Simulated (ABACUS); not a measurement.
The system is Pd.

```xyz
1
Lattice="0.0000 1.9465 1.9465 1.9465 0.0000 1.9465 1.9465 1.9465 0.0000" Properties=species:S:1:pos:R:3 pbc="T T T"
Pd    0.0000    0.0000    0.0000
```

Base run:

* Program: ABACUS 3.10.1
* Functional: M06-L
* Potentials or basis: SG15 ONCV 1.2 PBE
* Cutoff: 1293 eV
* Density cutoff: 5170 eV
* Basis: plane waves
* k mesh: 8 × 8 × 8
* Occupations: fermi-dirac, width 0.05 eV
* Spin: no spin polarisation

Its results: band gap on the k mesh none (metal or under the smearing width); pressure 5.4 GPa.

The run is repeated on the same cell with these changes: functional from M06-L to TM. What comes out?

Band gap on the k mesh none (metal or under the smearing width); pressure -0.6 GPa.

Caveats: the potentials were made for another functional, which shifts forces and pressure.

Not every run made on this cell is shown here.
